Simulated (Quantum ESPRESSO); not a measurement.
# MnS (Fm-3m) in Quantum ESPRESSO: a series of runs

The runs below take MnS through band structure, single point, equation of state, with PBEsol, LDA.

Everything below comes from runs of Quantum ESPRESSO 7.5. Logs are shortened: lines on timing, memory, paths and dates and some standing lists are left out, and cuts for length are marked.

### Step 1. The structure

It takes space group Fm-3m (No. 225, cubic). The conventional cell has a = 5.209 Å, b = 5.209 Å, c = 5.209 Å, α = 90.00°, β = 90.00°, γ = 90.00°. Mn (site symmetry m-3m) is surrounded by 6 S at 2.60 Å. S (site symmetry m-3m) has 6 Mn at 2.60 Å as nearest neighbours.

### Step 2. Band structure, PBEsol, collinear spin, ferromagnetic start

File pw.in:

```
&CONTROL
  calculation = 'scf'
  prefix = 'pwscf'
  outdir = './tmp'
  pseudo_dir = './pseudo'
  tprnfor = .true.
  tstress = .true.
  disk_io = 'low'
/
&SYSTEM
  ibrav = 0
  nat = 2
  ntyp = 2
  ecutwfc = 45
  ecutrho = 360
  nbnd = 20
  occupations = 'smearing'
  smearing = 'fd'
  degauss = 0.00367493
  nspin = 2
  starting_magnetization(1) = 0.2667
  starting_magnetization(2) = 0
/
&ELECTRONS
  conv_thr = 4d-10
  electron_maxstep = 120
  mixing_beta = 0.3
/
ATOMIC_SPECIES
Mn    54.9380 mn_pbesol_v1.5.uspp.F.UPF
S     32.0600 s_pbesol_v1.4.uspp.F.UPF
CELL_PARAMETERS angstrom
   0.0000000000    2.6045000000    2.6045000000
   2.6045000000    0.0000000000    2.6045000000
   2.6045000000    2.6045000000    0.0000000000
ATOMIC_POSITIONS crystal
Mn     0.0000000000    0.0000000000    0.0000000000
S      0.5000000000    0.5000000000    0.5000000000
K_POINTS automatic
9 9 9 0 0 0
```

File bands.in:

```
&CONTROL
  calculation = 'bands'
  prefix = 'pwscf'
  outdir = './tmp'
  pseudo_dir = './pseudo'
  disk_io = 'low'
  verbosity = 'high'
/
&SYSTEM
  ibrav = 0
  nat = 2
  ntyp = 2
  ecutwfc = 45
  ecutrho = 360
  nbnd = 20
  occupations = 'smearing'
  smearing = 'fd'
  degauss = 0.00367493
  nspin = 2
  starting_magnetization(1) = 0.2667
  starting_magnetization(2) = 0
/
&ELECTRONS
  conv_thr = 1d-08
  electron_maxstep = 120
  mixing_beta = 0.3
  diago_full_acc = .true.
  startingwfc = 'random'
/
ATOMIC_SPECIES
Mn    54.9380 mn_pbesol_v1.5.uspp.F.UPF
S     32.0600 s_pbesol_v1.4.uspp.F.UPF
CELL_PARAMETERS angstrom
   0.0000000000    2.6045000000    2.6045000000
   2.6045000000    0.0000000000    2.6045000000
   2.6045000000    2.6045000000    0.0000000000
ATOMIC_POSITIONS crystal
Mn     0.0000000000    0.0000000000    0.0000000000
S      0.5000000000    0.5000000000    0.5000000000
K_POINTS crystal
60
 0.0000000000  0.0000000000  0.0000000000 1
 0.0625000000  0.0000000000  0.0625000000 1
 0.1250000000  0.0000000000  0.1250000000 1
 0.1875000000  0.0000000000  0.1875000000 1
 0.2500000000  0.0000000000  0.2500000000 1
 0.3125000000  0.0000000000  0.3125000000 1
 0.3750000000  0.0000000000  0.3750000000 1
 0.4375000000  0.0000000000  0.4375000000 1
 0.5000000000  0.0000000000  0.5000000000 1
 0.5000000000  0.0625000000  0.5625000000 1
 0.5000000000  0.1250000000  0.6250000000 1
 0.5000000000  0.1875000000  0.6875000000 1
 0.5000000000  0.2500000000  0.7500000000 1
 0.4375000000  0.3125000000  0.7500000000 1
 0.3750000000  0.3750000000  0.7500000000 1
 0.3375000000  0.3375000000  0.6750000000 1
 0.3000000000  0.3000000000  0.6000000000 1
 0.2625000000  0.2625000000  0.5250000000 1
 0.2250000000  0.2250000000  0.4500000000 1
 0.1875000000  0.1875000000  0.3750000000 1
 0.1500000000  0.1500000000  0.3000000000 1
 0.1125000000  0.1125000000  0.2250000000 1
 0.0750000000  0.0750000000  0.1500000000 1
 0.0375000000  0.0375000000  0.0750000000 1
 0.0000000000  0.0000000000  0.0000000000 1
 0.0625000000  0.0625000000  0.0625000000 1
 0.1250000000  0.1250000000  0.1250000000 1
 0.1875000000  0.1875000000  0.1875000000 1
 0.2500000000  0.2500000000  0.2500000000 1
 0.3125000000  0.3125000000  0.3125000000 1
 0.3750000000  0.3750000000  0.3750000000 1
 0.4375000000  0.4375000000  0.4375000000 1
 0.5000000000  0.5000000000  0.5000000000 1
 0.5250000000  0.4500000000  0.5250000000 1
 0.5500000000  0.4000000000  0.5500000000 1
 0.5750000000  0.3500000000  0.5750000000 1
 0.6000000000  0.3000000000  0.6000000000 1
 0.6250000000  0.2500000000  0.6250000000 1
 0.5833333333  0.2500000000  0.6666666667 1
 0.5416666667  0.2500000000  0.7083333333 1
 0.5000000000  0.2500000000  0.7500000000 1
 0.5000000000  0.2857142857  0.7142857143 1
 0.5000000000  0.3214285714  0.6785714286 1
 0.5000000000  0.3571428571  0.6428571429 1
 0.5000000000  0.3928571429  0.6071428571 1
 0.5000000000  0.4285714286  0.5714285714 1
 0.5000000000  0.4642857143  0.5357142857 1
 0.5000000000  0.5000000000  0.5000000000 1
 0.4821428571  0.4821428571  0.5357142857 1
 0.4642857143  0.4642857143  0.5714285714 1
 0.4464285714  0.4464285714  0.6071428571 1
 0.4285714286  0.4285714286  0.6428571429 1
 0.4107142857  0.4107142857  0.6785714286 1
 0.3928571429  0.3928571429  0.7142857143 1
 0.3750000000  0.3750000000  0.7500000000 1
 0.6250000000  0.2500000000  0.6250000000 1
 0.5937500000  0.1875000000  0.5937500000 1
 0.5625000000  0.1250000000  0.5625000000 1
 0.5312500000  0.0625000000  0.5312500000 1
 0.5000000000  0.0000000000  0.5000000000 1
```

Potentials or basis: GBRV 1.5 PBEsol.

Command:

```bash
> OMP_NUM_THREADS=1 mpirun -n 2 pw.x -nk 2 -in pw.in > pw.out
> OMP_NUM_THREADS=1 mpirun -n 2 pw.x -nk 2 -in bands.in > bands.out
```

pw.out:

```text
This program is part of the open-source Quantum ESPRESSO suite
     for quantum simulation of materials; please cite
         "P. Giannozzi et al., J. Phys.:Condens. Matter 21 395502 (2009);
         "P. Giannozzi et al., J. Phys.:Condens. Matter 29 465901 (2017);
         "P. Giannozzi et al., J. Chem. Phys. 152 154105 (2020);
     in publications or presentations arising from this work. More details at

     Message from routine setup:
     using ibrav=0 with symmetry is DISCOURAGED, use correct ibrav instead

     K-points division:     npool     =       2
     Subspace diagonalization in iterative solution of the eigenvalue problem:
     a serial algorithm will be used

     G-vector sticks info
     --------------------
     sticks:   dense  smooth     PW     G-vecs:    dense   smooth      PW
     Sum        1201     595    187                27389     9721    1687

     Using Slab Decomposition

     bravais-lattice index     =            0
     lattice parameter (alat)  =       6.9605  a.u.
     unit-cell volume          =     238.4513 (a.u.)^3
     number of atoms/cell      =            2
     number of atomic types    =            2
     number of electrons       =        21.00
     number of Kohn-Sham states=           20
     kinetic-energy cutoff     =      45.0000  Ry
     charge density cutoff     =     360.0000  Ry
     scf convergence threshold =      4.0E-10
     mixing beta               =       0.3000
     number of iterations used =            8  plain     mixing
     Exchange-correlation= SLA  PW   PSX  PSC
                           (   1   4  10   8   0   0   0)

     celldm(1)=   6.960465  celldm(2)=   0.000000  celldm(3)=   0.000000
     celldm(4)=   0.000000  celldm(5)=   0.000000  celldm(6)=   0.000000

     crystal axes: (cart. coord. in units of alat)
               a(1) = (   0.000000   0.707107   0.707107 )
               a(2) = (   0.707107   0.000000   0.707107 )
               a(3) = (   0.707107   0.707107   0.000000 )

     reciprocal axes: (cart. coord. in units 2 pi/alat)
               b(1) = ( -0.707107  0.707107  0.707107 )
               b(2) = (  0.707107 -0.707107  0.707107 )
               b(3) = (  0.707107  0.707107 -0.707107 )

     PseudoPot. # 1 for Mn read from file:
     mn_pbesol_v1.5.uspp.F.UPF
     Pseudo is Ultrasoft + core correction, Zval = 15.0
     Generated by new atomic code, or converted to UPF format
     Using radial grid of  859 points,  6 beta functions with:
                l(1) =   0
                l(2) =   0
                l(3) =   1
                l(4) =   1
                l(5) =   2
                l(6) =   2
     Q(r) pseudized with  8 coefficients,  rinner =    0.950   0.950   0.950
                                                       0.950   0.950

     PseudoPot. # 2 for S  read from file:
     s_pbesol_v1.4.uspp.F.UPF
     Pseudo is Ultrasoft + core correction, Zval =  6.0
     Generated by new atomic code, or converted to UPF format
     Using radial grid of  907 points,  6 beta functions with:
                l(1) =   0
                l(2) =   0
                l(3) =   1
                l(4) =   1
                l(5) =   2
                l(6) =   2
     Q(r) pseudized with  8 coefficients,  rinner =    1.300   1.300   1.300
                                                       1.300   1.300

     atomic species   valence    mass     pseudopotential
     Mn               15.00    54.93800     Mn( 1.00)
     S                 6.00    32.06000     S ( 1.00)

     Starting magnetic structure
     atomic species   magnetization
     Mn              0.267
     S               0.000

     48 Sym. Ops., with inversion, found

   Cartesian axes

     site n.     atom                  positions (alat units)
         1        Mn     tau(   1) = (   0.0000000   0.0000000   0.0000000  )
         2        S      tau(   2) = (   0.7071068   0.7071068   0.7071068  )

     number of k points=    35  Fermi-Dirac smearing, width (Ry)=  0.0037
                       cart. coord. in units 2pi/alat
        k(    1) = (   0.0000000   0.0000000   0.0000000), wk =   0.0013717
        k(    2) = (   0.0785674   0.0785674  -0.0785674), wk =   0.0109739
        k(    3) = (   0.1571348   0.1571348  -0.1571348), wk =   0.0109739
        k(    4) = (   0.2357023   0.2357023  -0.2357023), wk =   0.0109739
        k(    5) = (   0.3142697   0.3142697  -0.3142697), wk =   0.0109739
        k(    6) = (   0.1571348   0.0000000  -0.0000000), wk =   0.0082305
[... 27 lines left out ...]
        k(   34) = (  -0.0000000  -0.4714045   0.6285394), wk =   0.0329218
        k(   35) = (  -0.0785674  -0.3928371   0.7071068), wk =   0.0329218

     Dense  grid:    27389 G-vectors     FFT dimensions: (  45,  45,  45)

     Smooth grid:     9721 G-vectors     FFT dimensions: (  30,  30,  30)

     Check: negative core charge=   -0.000011
     Generating pointlists ...
     new r_m :   0.2917 (alat units)  2.0302 (a.u.) for type    1
     new r_m :   0.2917 (alat units)  2.0302 (a.u.) for type    2

     Initial potential from superposition of free atoms

     starting charge      20.4999, renormalised to      21.0000
     Starting wfcs are   17 randomized atomic wfcs +    3 random wfcs

     Self-consistent Calculation

     iteration #  1     ecut=    45.00 Ry     beta= 0.30
     Davidson diagonalization with overlap
     ethr =  1.00E-02,  avg # of iterations =  6.5

     total energy              =    -234.94351362 Ry
     estimated scf accuracy    <       0.75288932 Ry

     total magnetization       =     4.27 Bohr mag/cell
     absolute magnetization    =     4.27 Bohr mag/cell

     iteration #  2     ecut=    45.00 Ry     beta= 0.30
     Davidson diagonalization with overlap
     ethr =  3.59E-03,  avg # of iterations =  1.7

     total energy              =    -235.12497300 Ry
     estimated scf accuracy    <       0.09451698 Ry

     total magnetization       =     4.31 Bohr mag/cell
     absolute magnetization    =     4.31 Bohr mag/cell
[... 113 lines left out ...]
     total energy              =    -235.14994541 Ry
     estimated scf accuracy    <          6.3E-10 Ry

     total magnetization       =     4.70 Bohr mag/cell
     absolute magnetization    =     4.70 Bohr mag/cell

     iteration # 13     ecut=    45.00 Ry     beta= 0.30
     Davidson diagonalization with overlap
     ethr =  2.99E-12,  avg # of iterations =  2.6

     negative rho (up, down):  0.000E+00 2.086E-04

     Magnetic moment per site  (integrated on atomic sphere of radius R)
     atom   1 (R=0.292)  charge= 13.1925  magn=  4.1958
     atom   2 (R=0.292)  charge=  4.6332  magn=  0.1429

     End of self-consistent calculation

 ------ SPIN UP ------------

          k = 0.0000 0.0000 0.0000 (  1243 PWs)   bands (ev):

   -71.5395 -40.3964 -40.3964 -40.3964  -4.4186   6.8048   6.8048   6.8048
     6.8958   6.8958   8.2993   8.2993   8.2993  11.7676  18.6058  18.6058
    18.6058  20.5802  21.7014  21.7014

          k = 0.0786 0.0786-0.0786 (  1236 PWs)   bands (ev):

   -71.5394 -40.3974 -40.3966 -40.3966  -4.2928   6.4846   6.5299   6.5299
     6.8754   6.8754   7.7971   8.7127   8.7127  12.5556  17.6527  18.5234
    18.5234  20.2161  20.2161  21.3354

          k = 0.1571 0.1571-0.1571 (  1227 PWs)   bands (ev):

   -71.5393 -40.3998 -40.3969 -40.3969  -3.9435   5.3079   5.9799   5.9799
     7.0205   7.0205   7.5407   9.4363   9.4363  13.5471  16.9246  17.5247
    17.5247  20.1460  20.1460  21.2836

          k = 0.2357 0.2357-0.2357 (  1218 PWs)   bands (ev):
[... 179 lines left out ...]
          k =-0.0000-0.4714 0.6285 (  1207 PWs)   bands (ev):

   -71.5388 -40.4026 -40.4010 -40.3993  -2.8465   4.5028   4.8853   5.5455
     7.2137   7.4312   7.5938   7.9109   8.2810  12.9744  16.2665  18.2767
    18.3487  22.2307  22.9239  25.0047

          k =-0.0786-0.3928 0.7071 (  1211 PWs)   bands (ev):

   -71.5388 -40.4022 -40.4012 -40.3994  -2.8413   4.4592   4.9871   5.2161
     7.3714   7.4466   7.6204   7.8333   8.3401  14.0767  16.4012  16.8258
    18.0420  22.4376  23.2771  24.7741

 ------ SPIN DOWN ----------

          k = 0.0000 0.0000 0.0000 (  1243 PWs)   bands (ev):

   -66.7788 -35.7390 -35.7390 -35.7390  -4.0929   8.5479   8.5479   8.5479
    10.4790  10.4790  10.4790  10.5631  10.5631  12.7900  19.7209  19.7209
    19.7209  20.8409  22.8376  23.8685

          k = 0.0786 0.0786-0.0786 (  1236 PWs)   bands (ev):

   -66.7787 -35.7403 -35.7392 -35.7392  -3.9727   7.6497   8.1890   8.1890
    10.5867  10.5867  10.6611  11.0110  11.0110  13.5112  18.6697  19.6084
    19.6084  21.5273  21.5273  21.9209

          k = 0.1571 0.1571-0.1571 (  1227 PWs)   bands (ev):

   -66.7785 -35.7437 -35.7396 -35.7396  -3.6410   6.1054   7.5937   7.5937
    10.8478  10.8478  10.8820  11.8809  11.8809  14.5534  17.8616  18.6819
    18.6819  21.1625  21.1625  22.4792

          k = 0.2357 0.2357-0.2357 (  1218 PWs)   bands (ev):
[... 179 lines left out ...]
          k =-0.0000-0.4714 0.6285 (  1207 PWs)   bands (ev):

   -66.7779 -35.7476 -35.7452 -35.7429  -2.5754   5.0063   5.6448   6.5300
    10.5300  11.5149  11.5469  11.7258  11.7458  14.4815  17.3639  18.8538
    19.4449  23.2741  23.3666  25.4702

          k =-0.0786-0.3928 0.7071 (  1211 PWs)   bands (ev):

   -66.7779 -35.7469 -35.7456 -35.7431  -2.5749   5.0932   5.6370   6.2194
    11.0058  11.2867  11.4664  11.7270  11.8394  15.6170  17.3203  17.6789
    18.8717  23.0315  24.1572  25.3817

     the Fermi energy is    10.1702 ev

!    total energy              =    -235.14994541 Ry
     estimated scf accuracy    <          4.7E-11 Ry
     smearing contrib. (-TS)   =      -0.00048560 Ry
     internal energy E=F+TS    =    -235.14945981 Ry

     The total energy is F=E-TS. E is the sum of the following terms:
     one-electron contribution =    -132.77084857 Ry
     hartree contribution      =      73.92665599 Ry
     xc contribution           =     -34.81198512 Ry
     ewald contribution        =    -141.49328211 Ry

     total magnetization       =     4.70 Bohr mag/cell
     absolute magnetization    =     4.70 Bohr mag/cell

     convergence has been achieved in  13 iterations

     negative rho (up, down):  0.000E+00 2.086E-04

     Forces acting on atoms (cartesian axes, Ry/au):

     atom    1 type  1   force =     0.00000000   -0.00000000   -0.00000000
     atom    2 type  2   force =    -0.00000000    0.00000000    0.00000000

     Total force =     0.000000     Total SCF correction =     0.000000

     Computing stress (Cartesian axis) and pressure

     negative rho (up, down):  0.000E+00 2.086E-04
          total   stress  (Ry/bohr**3)                   (kbar)     P=      -72.23
  -0.00049101   0.00000000  -0.00000000          -72.23        0.00       -0.00
   0.00000000  -0.00049101   0.00000000            0.00      -72.23        0.00
  -0.00000000   0.00000000  -0.00049101           -0.00        0.00      -72.23

=------------------------------------------------------------------------------=
   JOB DONE.
=------------------------------------------------------------------------------=
```

Wall time 80 s (2 MPI ranks of Arm Neoverse N1, shared host); peak memory 0.24 GiB.

What came out:

```
Free energy                                           : -3199.3780 eV
Pressure                                              : -7.2 GPa
Band gap on the k mesh                                : none (metal or under the smearing width)
Net moment                                            : 4.70 μB per cell
Absolute moment                                       : 4.70 μB per cell
Site moments                                          : Mn +4.20; S +0.14 μB
Valence electrons inside the program's atomic spheres : Mn 13.19; S 4.63
```

Levels at the corners of the path, in eV from the Fermi level:
Spin up:
| point | band 10 | band 11 | band 12 | band 13 | band 14 | band 15 | band 16 | band 17 |
| --- | --- | --- | --- | --- | --- | --- | --- | --- |
| Γ | -3.27 | -1.87 | -1.87 | -1.87 | 1.60 | 8.44 | 8.44 | 8.44 |
| X | -3.02 | -2.70 | -2.70 | -2.23 | 0.74 | 5.34 | 10.03 | 11.81 |
| W | -2.65 | -2.65 | -2.41 | -2.06 | 4.06 | 6.52 | 7.01 | 7.01 |
| K | -2.77 | -2.52 | -2.21 | -1.40 | 2.41 | 6.09 | 8.31 | 8.77 |
| Γ | -3.27 | -1.87 | -1.87 | -1.87 | 1.60 | 8.44 | 8.44 | 8.44 |
| L | -2.84 | -2.46 | 0.42 | 0.42 | 2.67 | 5.24 | 5.24 | 8.43 |
| U | -2.77 | -2.52 | -2.21 | -1.40 | 2.41 | 6.09 | 8.31 | 8.77 |
| W | -2.65 | -2.65 | -2.41 | -2.06 | 4.06 | 6.52 | 7.01 | 7.01 |
| L | -2.84 | -2.46 | 0.42 | 0.42 | 2.67 | 5.24 | 5.24 | 8.43 |
| K | -2.77 | -2.52 | -2.21 | -1.40 | 2.41 | 6.09 | 8.31 | 8.77 |
| U | -2.77 | -2.52 | -2.21 | -1.40 | 2.41 | 6.09 | 8.31 | 8.77 |
| X | -3.02 | -2.70 | -2.70 | -2.23 | 0.74 | 5.34 | 10.03 | 11.81 |
Spin down:
```
point  band 6  band 7  band 8  band 9  band 10  band 11
    Γ   -1.62   -1.62   -1.62    0.31     0.31     0.31
    X   -5.57   -3.16   -3.16   -0.84     0.83     1.55
    W   -4.75   -4.75   -4.14    1.02     1.02     1.23
    K   -5.16   -4.78   -3.33    0.26     1.42     1.53
    Γ   -1.62   -1.62   -1.62    0.31     0.31     0.31
    L   -6.40   -3.33   -3.33    1.30     1.30     1.49
    U   -5.16   -4.78   -3.33    0.26     1.42     1.53
    W   -4.75   -4.75   -4.14    1.02     1.02     1.23
    L   -6.40   -3.33   -3.33    1.30     1.30     1.49
    K   -5.16   -4.78   -3.33    0.26     1.42     1.53
    U   -5.16   -4.78   -3.33    0.26     1.42     1.53
    X   -5.57   -3.16   -3.16   -0.84     0.83     1.55
```

Caveat: a cell with one magnetic atom can't hold antiferromagnetic order, which such compounds often take; semilocal functionals often make such compounds metallic where correlation or magnetic order opens a gap, which also shifts bond lengths. With open d or f shells a metallic result of PBEsol can be an artefact of self-interaction; +U or a hybrid may open a gap.

(Part 1 of 2 ends here.)
